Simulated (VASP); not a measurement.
**TePb: single point with HSE06**

**Measured values to compare with.**

A printed reference work, monograph reports, for a bulk crystal of TePb at 4.2 K: band gap 0.19 eV (direct).

The system is TePb.

```
Te Pb
1.0
     0.00000    3.26786    3.26786
     3.26786    0.00000    3.26786
     3.26786    3.26786    0.00000
Te Pb
1 1
Cartesian
  3.2679 3.2679 3.2679
  0.0000 0.0000 0.0000
```

```
Program             : VASP 6.6.1
Task                : single point
Functional          : HSE06
Potentials or basis : VASP PAW PBE potentials, release 64 (Te, Pb_d)
Cutoff              : 520 eV
k mesh              : 4 × 4 × 4
Occupations         : gaussian, width 0.01 eV
Spin                : no spin polarisation
```

```json
{
 "Pressure": "-0.5 GPa",
 "Band gap on the k mesh": "1.17 eV"
}
```

Levels at points of the mesh, in eV from the valence-band top:
```
           k point  band 7  band 8  band 9  band 10  band 11  band 12  band 13  band 14
(0.00, 0.00, 0.00)   -6.01   -1.43   -1.43    -1.43     4.73     4.73     4.73     6.46
(0.50, 0.00, 0.00)   -9.19   -0.98   -0.98     0.00     1.17     1.75     1.75     9.11
(0.50, 0.50, 0.00)   -7.79   -4.77   -2.96    -2.96     3.87     6.15     6.15     7.41
```

It took 24 min on 1 thread of Intel(R) Xeon(R) Platinum 8375C CPU @ 2.90GHz (Ice Lake), with other jobs on the host, peak memory 0.32 GiB.

A measured gap of TePb is 0.19 eV (direct; 4.2 K; a printed reference work, monograph); the calculated 1.17 eV misses it by +0.98 eV. Spin-orbit coupling on Pb, Te is left out. The value is that of HSE06 on a finite k mesh, which can miss the band edges, without temperature or zero-point motion.

Caveat: the PAW data sets were made with another functional, which shifts forces and pressure a little; spin-orbit coupling is left out, which moves the levels of the heavy elements.
